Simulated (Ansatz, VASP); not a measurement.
**AlN in VASP and in Ansatz**

The input POSCAR:

```
AlN
1.0
    3.2841829056      0.0000000000      0.0000000000
   -1.6420914528      2.8441858269      0.0000000000
    0.0000000000      0.0000000000      4.4668445894
Al N
2 2
Direct
    0.3333333333      0.6666666667      0.0000000000
    0.6666666667      0.3333333333      0.5000000000
    0.3333333333      0.6666666667      0.3850000000
    0.6666666667      0.3333333333      0.8850000000
```

Contents of INCAR.step1:

```
SYSTEM = AlN
  PREC = Accurate
  ENCUT = 520
  ISMEAR = 0
  SIGMA = 0.05
  LREAL = .FALSE.
  LASPH = .TRUE.
  NELM = 100
  NBANDS = 16
  GGA = PE
  ALGO = Normal
  EDIFF = 1E-4
  LWAVE = .TRUE.
  LCHARG = .FALSE.
```

INCAR.step2

```
SYSTEM = AlN
  PREC = Accurate
  ENCUT = 520
  EDIFF = 1E-6
  ISMEAR = 0
  SIGMA = 0.05
  LREAL = .FALSE.
  LASPH = .TRUE.
  NELM = 100
  ALGO = Normal
  ISIF = 2
  LWAVE = .FALSE.
  LCHARG = .TRUE.
  METAGGA = R2SCAN
  LMIXTAU = .TRUE.
  LELF = .TRUE.
  LVHAR = .TRUE.
  NBANDS = 16
  ISTART = 1
```

KPOINTS

```
regular mesh
0
G
  12 12 6
  0 0 0
```

Input for Ansatz:

```yaml
crystal:
  lattice:
    - [3.2841829056, 0.0, 0.0]
    - [-1.6420914528, 2.8441858269, 0.0]
    - [0.0, 0.0, 4.4668445894]
  atoms:
    - { symbol: Al, position: [0.3333333333, 0.6666666667, 0.0] }
    - { symbol: Al, position: [0.6666666667, 0.3333333333, 0.5] }
    - { symbol: "N", position: [0.3333333333, 0.6666666667, 0.385] }
    - { symbol: "N", position: [0.6666666667, 0.3333333333, 0.885] }
basis:
  ecutwfc: 500
kpoints:
  mp_grid: { grid: [12, 12, 6] }
hamiltonian:
  xc: r2scan
scf:
  occupations: { method: gaussian, width: 0.05 }
output:
  forces: true
  stress: true
  eigenvalues: true
  write_density: true
  write_potential: true
  elf: true
  volumetric_format: npy
```

Alike in both runs: task single point; functional r2SCAN; k mesh 12 × 12 × 6; occupations gaussian, width 0.05 eV; no spin polarisation.

|  | VASP | Ansatz |
| --- | --- | --- |
| version | VASP 6.6.1 | Ansatz 0.2.0 |
| potentials or method | VASP PAW PBE potentials, release 64 (Al, N) | scalar-relativistic, plane waves, PAW |
| plane-wave cutoff (eV) | 520 | 500 |
| valence electrons in the cell | 16 | 16 |

VASP gave:

* gap on the k mesh at the Fermi level (eV): 4.39
* least direct gap on the mesh (eV): 4.39
* pressure (GPa): 3.8
* largest component of the traceless stress (GPa): 46.20
* rms of the force components (eV/Å): 1.853

Which values does Ansatz return?

gap on the k mesh at the Fermi level (eV): 4.36; least direct gap on the mesh (eV): 4.36; pressure (GPa): 4.0; largest component of the traceless stress (GPa): 45.48; rms of the force components (eV/Å): 1.818.

Atom by atom the forces differ by 0.035 eV/Å (rms over components).

Caveats: the PAW data sets were made with another functional, which shifts forces and pressure a little (VASP). A k mesh can miss the band edges. r2SCAN opens gaps a little over a GGA but as a rule still falls short of measured ones.
